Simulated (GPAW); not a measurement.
# TiO2 (P4_2/mnm) in GPAW: notebook

One crystal, TiO2, is run at these levels: PBE; tasks: band structure.

All numbers are computed with GPAW 26.7.0; they aren't measurements. Logs are shortened: lines on timing, memory, paths and dates and some standing lists are left out, and cuts for length are marked. The log counts tension as positive stress, the text compression.

**Measured values to compare with.**

From “Shallow Valence Band of Rutile GeO2 and P-type Doping”, 2020, arxiv:2011.08928, for a bulk crystal of TiO2 at 1.6 K: band gap 3.03 eV (direct).

How close the calculation comes is told below.

### Step 1. Starting point

The structure is tetragonal, space group P4_2/mnm (No. 136). The conventional cell has a = 4.600 Å, b = 4.600 Å, c = 2.959 Å, α = 90.00°, β = 90.00°, γ = 90.00°. Ti (site symmetry mmm) has 6 O at 1.95 to 1.98 Å as nearest neighbours. O (site symmetry m2m) is surrounded by 3 Ti at 1.95 to 1.98 Å.

The cell is a database's computed one.

### Step 2. Band structure, PBE

Input file run.py:

```python
from ase.dft.bandgap import bandgap
from ase.io import read, write
from ase.units import Bohr, GPa
from gpaw import GPAW, PW
from gpaw.elf import elf_from_dft_calculation

atoms = read('TiO2.xyz')

calc = GPAW(mode=PW(800),
            xc='PBE',
            kpts={'size': (5, 5, 8), 'gamma': True},
            occupations={'name': 'fermi-dirac', 'width': 0.05},
            nbands=43,
            convergence={'density': 1e-05, 'energy': 1e-05},
            maxiter=150,
            txt='gpaw.txt')
atoms.calc = calc
energy = atoms.get_potential_energy()
forces = atoms.get_forces()
stress = atoms.get_stress()
calc.write('gs.gpw')
write('result.traj', atoms)
print(f'Energy: {energy:.6f} eV')
print('Forces (eV/A):')
print(forces.round(4))
print('Stress (GPa):', (stress / GPa).round(3))
print('Fermi level:', round(calc.get_fermi_level(), 4), 'eV')
print(f'Gap: {bandgap(calc)[0]:.4f} eV, direct: {bandgap(calc, direct=True)[0]:.4f} eV')

# fields on the real-space grid
write('density.cube', atoms, data=calc.get_pseudo_density() * Bohr**3)
write('potential.cube', atoms, data=calc.get_electrostatic_potential())
write('elf.cube', atoms, data=elf_from_dft_calculation(calc).data)

path = atoms.cell.bandpath('GXMGZRAZ,XR,MA', npoints=80, eps=1e-4)
bs_calc = calc.fixed_density(kpts=path, symmetry='off', nbands=61,
                             convergence={'bands': 'CBM+6.0', 'eigenstates': 1e-6}, txt='bands.txt')
bs = bs_calc.band_structure()
bs.write('bs.json')
print(f'Gap on the path: {bandgap(bs_calc)[0]:.4f} eV')
```

Input file TiO2.xyz:

```xyz
6
Lattice="4.5998373239 0.0000000000 0.0000000000 0.0000000000 4.5998373239 0.0000000000 0.0000000000 0.0000000000 2.9592135600" Properties=species:S:1:pos:R:3 pbc="T T T"
Ti     0.0000000000      0.0000000000      1.4796067800
Ti     2.2999186620      2.2999186620      0.0000000000
O      1.3998285662      1.3998285662      1.4796067800
O      0.9000900958      3.6997472281      0.0000000000
O      3.6997472281      0.9000900958      0.0000000000
O      3.2000087577      3.2000087577      1.4796067800
```

Potentials or basis: GPAW PAW data sets (gpaw-data 1.2.1), pw.

On the command line:

```
$ OMP_NUM_THREADS=1 python run.py
```

gpaw.txt:

```text
__  _  _
 | _ |_)|_||  |
 |__||  | ||/\| - 26.7.0

Input parameters:
  mode=PW(ecut=800.0),
  convergence={'density': 1e-05, 'energy': 1e-05},
  kpts=MonkhorstPack(size=(5, 5, 8), gamma=True),
  maxiter=150,
  nbands=43,
  occupations=Occupations(name='fermi-dirac', width=0.05),
  xc=XC(name='PBE')

Diagonalizing LCAO Hamiltonian
Converting LCAO to pw mode
    .----------.
   /|          |
  / |          |
 *  |      O   |
 |  .O---------.
 Ti/  O Ti    /
 |/       O  /
 *----------*

Atoms  # Å, Bohr magnetons
|   | symbol |        x |        y |        z |    initial magnetic moments |
|---|--------|----------|----------|----------|-----------------------------|
| 0 |     Ti | 0.000000 | 0.000000 | 1.479607 | ( 0.0000,  0.0000,  0.0000) |
| 1 |     Ti | 2.299919 | 2.299919 | 0.000000 | ( 0.0000,  0.0000,  0.0000) |
| 2 |      O | 1.399829 | 1.399829 | 1.479607 | ( 0.0000,  0.0000,  0.0000) |
| 3 |      O | 0.900090 | 3.699747 | 0.000000 | ( 0.0000,  0.0000,  0.0000) |
| 4 |      O | 3.699747 | 0.900090 | 0.000000 | ( 0.0000,  0.0000,  0.0000) |
| 5 |      O | 3.200009 | 3.200009 | 1.479607 | ( 0.0000,  0.0000,  0.0000) |

Unit cell  # Å
| periodic |        x |        y |        z |  lengths |    angles |
|----------|----------|----------|----------|----------|-----------|
|      yes | 4.599837 | 0.000000 | 0.000000 | 4.599837 | 90.000000 |
|      yes | 0.000000 | 4.599837 | 0.000000 | 4.599837 | 90.000000 |
|      yes | 0.000000 | 0.000000 | 2.959214 | 2.959214 | 90.000000 |

Number of symmetries: 8
Symmetry operations  # r_c * U_cc + t_c -> r_c
|   | kind |            matrix            |
|---|------|------------------------------|
| 0 |  E   |  1, 0, 0,  0, 1, 0,  0, 0, 1 |
| 1 |  σ   |  1, 0, 0,  0, 1, 0,  0, 0,-1 |
| 2 |  σ   |  0, 1, 0,  1, 0, 0,  0, 0, 1 |
| 3 |  C2  |  0, 1, 0,  1, 0, 0,  0, 0,-1 |
| 4 |  σ   |  0,-1, 0, -1, 0, 0,  0, 0, 1 |
| 5 |  C2  |  0,-1, 0, -1, 0, 0,  0, 0,-1 |
| 6 |  C2  | -1, 0, 0,  0,-1, 0,  0, 0, 1 |
| 7 |  i   | -1, 0, 0,  0,-1, 0,  0, 0,-1 |

BZ-sampling:
  Number of BZ points: 200
  Number of IBZ points: 45

  Monkhorst-Pack size: [5, 5, 8]
  Monkhorst-Pack shift: [0.0, 0.0, 0.0625]

K-points  # in reciprocal-cell coordinates
|     |                                coordinates |     weight |
|-----|--------------------------------------------|------------|
|   0 | (  0.00000000,   0.00000000,   0.00000000) | 0.00500000 |
|   1 | (  0.00000000,   0.00000000,   0.12500000) | 0.01000000 |
|   2 | (  0.00000000,   0.00000000,   0.25000000) | 0.01000000 |
|   3 | (  0.00000000,   0.00000000,   0.37500000) | 0.01000000 |
|   4 | (  0.00000000,   0.00000000,   0.50000000) | 0.00500000 |
|   5 | (  0.20000000,  -0.20000000,   0.00000000) | 0.01000000 |
|   6 | (  0.20000000,  -0.20000000,   0.12500000) | 0.02000000 |
|   7 | (  0.20000000,  -0.20000000,   0.25000000) | 0.02000000 |
|   8 | (  0.20000000,  -0.20000000,   0.37500000) | 0.02000000 |
|   9 | (  0.20000000,  -0.20000000,   0.50000000) | 0.01000000 |
| ... |                                            |            |
|  44 | (  0.40000000,   0.40000000,   0.50000000) | 0.01000000 |

Plane wave coefficients: 3249
Cutoff: 800.0 eV

Spin-components: 1 (collinear spins)
Bands:           43
Projectors:      32
Spin-degeneracy: 2
Datatype:        complex128

Parallelization:
  kpt:    1
  domain: 1
  band:   1

Density:
  Valence electrons: 48.0
  Components: 1
  Grid points: [32 32 20]
  Charge: 0.0  # |e|

Potential:
  Grid points: [32 32 20]

species:
  Ti:
    name:    Titanium
    Z:       22.0
    valence: 12
    core:    10
    charge:  0.0  # [|e|]
    compensation charges:
      type: gauss
      rc: 0.38  # [Å]
      lmax: 2
    cutoffs:
      filter: 2.23  # [Å]
      core: 1.02  # [Å]
    projectors
    | kind |    occ | energy [eV] | rcut [Å] |
    |------|--------|-------------|----------|
    |   3s |  2.000 |     -62.623 |    1.270 |
    |   4s |  2.000 |      -4.466 |    1.270 |
    |   3p |  6.000 |     -38.862 |    1.058 |
    |   4p |  0.000 |      -1.466 |    1.058 |
    |   3d |  2.000 |      -4.258 |    1.058 |
    |    d |        |      22.953 |    1.058 |

    Using partial waves for Ti as LCAO basis

  O:
    name:    Oxygen
    Z:       8.0
    valence: 6
    core:    2
    charge:  0.0  # [|e|]
    compensation charges:
      type: gauss
      rc: 0.21  # [Å]
      lmax: 2
    cutoffs:
      filter: 1.17  # [Å]
      core: 0.83  # [Å]
    projectors
    | kind |    occ | energy [eV] | rcut [Å] |
    |------|--------|-------------|----------|
    |   2s |  2.000 |     -23.961 |    0.688 |
    |   2p |  4.000 |      -9.029 |    0.598 |
    |    s |        |       3.251 |    0.688 |
    |    p |        |      18.182 |    0.598 |
    |    d |        |       0.000 |    0.619 |

    Using partial waves for O as LCAO basis

Reference energy: -54611.437768  # eV

eigensolver:
  PPCG
  Converge bands: occupied
  niter=2

density mixing:
  MSR1-Mixer
  Pratt-step length: 0.05
  Maximum mixing coefficient: 0.75
  Old densities: 10
  SVD Regularization: 0.005
  Good broyden scale: 1.0
  Trust region scale: 1.0
  Backstep threshold: 4.0
  History deletion threshold: 6.0
  Fourier metric: weight=20.0, sigma=0.015

occupation numbers:
  Fermi-Dirac:
    width: 0.0500  # eV

poisson solver:
  ecut: 6400.0  # eV

xc functional:
  name: PBE with 2 nearest neighbor stencil

convergence criteria:
- Maximum integral of absolute [dens]ity change: 1e-05 electrons / valence electron
- Maximum [total energy] change in last 3 cyles: 1e-05 eV / valence electron
- Maximum integral of absolute [eigenst]ate change: 4e-08 eV^2 / valence electron
maximum number of iterations: 150

SCF iterations
|iter     | |      energy | eigst |  dens |
|---------|-|-------------|-------|-------|
|iter:   1| |  -61.495555 | +0.03 |       |
|iter:   2| |  -58.452318 | -1.80 | -0.78 |
|iter:   3| |  -52.870829 | -0.61 | -0.85 |
|iter:   4| |  -52.294858 | -1.76 | -1.28 |
|iter:   5| |  -52.255844 | -2.51 | -1.56 |
|iter:   6| |  -52.246725 | -3.47 | -1.96 |
|iter:   7| |  -52.246593 | -4.63 | -2.89 |
|iter:   8| |  -52.246640c| -5.60 | -3.40 |
|iter:   9| |  -52.246608c| -6.23 | -3.52 |
|iter:  10| |  -52.246609c| -7.19 | -4.07 |
|iter:  11| |  -52.246609c| -8.03c| -4.61 |
|iter:  12| |  -52.246609c| -8.14c| -4.89 |
|iter:  13| |  -52.246609c| -8.49c| -5.23c|

Converged in 13 steps
Energy contributions relative to reference atoms: (reference = -54611.437768)

Energy contributions:
  Kinetic:          60.053919
  Coulomb:         -69.756012
  Zero:              1.297046
  External:          0.000000
  Xc:              -43.841561
  Entropy:          -0.000000
  Spinorbit:         0.000000
  ----------------------------
  Free energy:     -52.246609
  Extrapolated:    -52.246609

dipole moment: (-14.836939, -14.836939, -26.139395)  # |e|*Ang

Fermi level: 6.504
Eigenvalues  # (at kpt = [0.000, 0.000, 0.000])
| band index |      eig [eV] | occ [0-2] |
|------------|---------------|-----------|
|          0 |       -51.264 |     2.000 |
|        ... |               |           |
|         16 |         1.815 |     2.000 |
|         17 |         3.058 |     2.000 |
|         18 |         3.058 |     2.000 |
|         19 |         3.628 |     2.000 |
|         20 |         4.905 |     2.000 |
|         21 |         5.158 |     2.000 |
[... 8 lines left out ...]
|         30 |        10.185 |     0.000 |
|         31 |        12.202 |     0.000 |
|        ... |               |           |
|         42 |        25.041 |     0.000 |

Gap: 1.874 eV
Transition (v -> c):
  (s=0, k=0, n=23, [0.00, 0.00, 0.00]) -> (s=0, k=0, n=24, [0.00, 0.00, 0.00])
No difference between direct/indirect transitions

Forces  # eV/Ang
|        x |        y |       z |
|----------|----------|---------|
|  0.00000 |  0.00000 | 0.00000 |  # Ti   0
|  0.00000 | -0.00000 | 0.00000 |  # Ti   1
| -0.02004 | -0.02004 | 0.00000 |  # O    2
|  0.02008 | -0.02008 | 0.00000 |  # O    3
| -0.02008 |  0.02008 | 0.00000 |  # O    4
|  0.02004 |  0.02004 | 0.00000 |  # O    5

Stress tensor  # eV/Ang^3
|         x |         y |         z |
|-----------|-----------|-----------|
| -0.033860 | -0.000000 |  0.000000 |
| -0.000000 | -0.033860 |  0.000000 |
|  0.000000 |  0.000000 | -0.032166 |

# Writing to gs.gpw (mode='')
```

Run time: 2.7 min. Hardware: 1 thread of Intel Xeon Platinum 8488C (Sapphire Rapids), shared host; peak memory 0.68 GiB.

Results:

| Quantity | Value |
| --- | --- |
| Free energy | -52.2466 eV |
| Pressure | 5.3 GPa |
| Largest force | 0.028 eV/Å |
| Band gap on the k mesh | 1.87 eV, direct |
| Band gap along the path | 1.87 eV, direct |

Forces in eV/Å, atoms in the order of the input:
```
Ti   0.000  0.000  0.000
Ti   0.000  0.000  0.000
O   -0.020 -0.020  0.000
O    0.020 -0.020  0.000
O   -0.020  0.020  0.000
O    0.020  0.020  0.000
```

Levels at the corners of the path, in eV from the valence-band top:
| point | band 21 | band 22 | band 23 | band 24 | band 25 | band 26 | band 27 | band 28 |
| --- | --- | --- | --- | --- | --- | --- | --- | --- |
| Γ | -0.71 | -0.46 | -0.46 | 0.00 | 1.87 | 2.16 | 2.41 | 2.50 |
| X | -1.64 | -1.64 | -0.74 | -0.74 | 2.54 | 2.54 | 3.03 | 3.03 |
| M | -1.31 | -1.31 | -1.08 | -1.08 | 1.91 | 1.91 | 2.53 | 2.53 |
| Γ | -0.71 | -0.46 | -0.46 | 0.00 | 1.87 | 2.16 | 2.41 | 2.50 |
| Z | -2.36 | -2.36 | -1.43 | -1.43 | 2.98 | 2.98 | 3.19 | 3.19 |
| R | -2.03 | -2.03 | -1.04 | -1.04 | 1.92 | 1.92 | 3.21 | 3.21 |
| A | -1.29 | -1.29 | -0.67 | -0.67 | 2.61 | 2.61 | 3.21 | 3.21 |
| Z | -2.36 | -2.36 | -1.43 | -1.43 | 2.98 | 2.98 | 3.19 | 3.19 |
| X | -1.64 | -1.64 | -0.74 | -0.74 | 2.54 | 2.54 | 3.03 | 3.03 |
| R | -2.03 | -2.03 | -1.04 | -1.04 | 1.92 | 1.92 | 3.21 | 3.21 |
| M | -1.31 | -1.31 | -1.08 | -1.08 | 1.91 | 1.91 | 2.53 | 2.53 |
| A | -1.29 | -1.29 | -0.67 | -0.67 | 2.61 | 2.61 | 3.21 | 3.21 |

### Step 3. Band structure, PBE

Edit run.py of step 2 so:

```diff
@@ -2,5 +2,6 @@
 from ase.io import read, write
-from ase.units import Bohr, GPa
-from gpaw import GPAW, PW
-from gpaw.elf import elf_from_dft_calculation
+from ase.units import GPa
+from gpaw import GPAW, PW, setup_paths
+
+setup_paths.insert(0, '.')
 
@@ -29,7 +30,2 @@
 
-# fields on the real-space grid
-write('density.cube', atoms, data=calc.get_pseudo_density() * Bohr**3)
-write('potential.cube', atoms, data=calc.get_electrostatic_potential())
-write('elf.cube', atoms, data=elf_from_dft_calculation(calc).data)
-
 path = atoms.cell.bandpath('GXMGZRAZ,XR,MA', npoints=80, eps=1e-4)
```

TiO2.xyz is that of step 2.

Potentials or basis: PAW data sets generated in the run's folder for this functional, pw.

On the command line:

```
$ gpaw-setup -f PBE O Ti
$ OMP_NUM_THREADS=1 python run.py
```

Wall time 2.6 min (1 thread of Intel Xeon Platinum 8488C (Sapphire Rapids), shared host); peak memory 0.68 GiB.

It converged, with:

- Free energy: -52.2452 eV
- Pressure: 5.3 GPa
- Largest force: 0.028 eV/Å
- Band gap on the k mesh: 1.87 eV, direct
- Band gap along the path: 1.87 eV, direct

Forces on the atoms (eV/Å):
```
Ti   0.000  0.000  0.000
Ti   0.000  0.000  0.000
O   -0.020 -0.020  0.000
O    0.020 -0.020  0.000
O   -0.020  0.020  0.000
O    0.020  0.020  0.000
```

Stress tensor (GPa, compression positive):
```
5.42 0.00 0.00
0.00 5.42 0.00
0.00 0.00 5.15
```

Levels at the corners of the path, in eV from the valence-band top:
```
point  band 20  band 21  band 22  band 23  band 24  band 25  band 26  band 27  band 28  band 29
    Γ    -1.99    -0.71    -0.46    -0.46     0.00     1.87     2.16     2.41     2.50     2.50
    X    -3.05    -1.64    -1.64    -0.74    -0.74     2.54     2.54     3.03     3.03     3.56
    M    -2.18    -1.31    -1.31    -1.08    -1.08     1.91     1.91     2.53     2.53     3.83
    Γ    -1.99    -0.71    -0.46    -0.46     0.00     1.87     2.16     2.41     2.50     2.50
    Z    -2.76    -2.36    -2.36    -1.43    -1.43     2.98     2.98     3.19     3.19     3.66
    R    -2.38    -2.03    -2.03    -1.04    -1.04     1.92     1.92     3.21     3.21     3.91
    A    -2.73    -1.29    -1.29    -0.67    -0.67     2.61     2.61     3.21     3.21     3.23
    Z    -2.76    -2.36    -2.36    -1.43    -1.43     2.98     2.98     3.19     3.19     3.66
    X    -3.05    -1.64    -1.64    -0.74    -0.74     2.54     2.54     3.03     3.03     3.56
    R    -2.38    -2.03    -2.03    -1.04    -1.04     1.92     1.92     3.21     3.21     3.91
    M    -2.18    -1.31    -1.31    -1.08    -1.08     1.91     1.91     2.53     2.53     3.83
    A    -2.73    -1.29    -1.29    -0.67    -0.67     2.61     2.61     3.21     3.21     3.23
```

### Step 4. Comparison with measurements

Step 2. Measured gap of TiO2: 3.03 eV (direct; 1.6 K; quoted in “Shallow Valence Band of Rutile GeO2 and P-type Doping”, 2020, arxiv:2011.08928). This calculation gives 1.87 eV (-1.16 eV). 2 values of this kind are on record in papers (3.03 to 3.05 eV); this one was drawn at random among those near their median. The value is that of PBE, without temperature or zero-point motion. Semilocal functionals fall short of measured gaps as a rule. The cell is a database's relaxed one, not the measured one, which moves gaps too.

Step 3. Measured gap of TiO2: 3.03 eV (direct; 1.6 K; quoted in “Shallow Valence Band of Rutile GeO2 and P-type Doping”, 2020, arxiv:2011.08928). This calculation gives 1.87 eV (-1.16 eV). 2 values of this kind are on record in papers (3.03 to 3.05 eV); this one was drawn at random among those near their median. The value is that of PBE, without temperature or zero-point motion. Semilocal functionals fall short of measured gaps as a rule. The cell is a database's relaxed one, not the measured one, which moves gaps too.
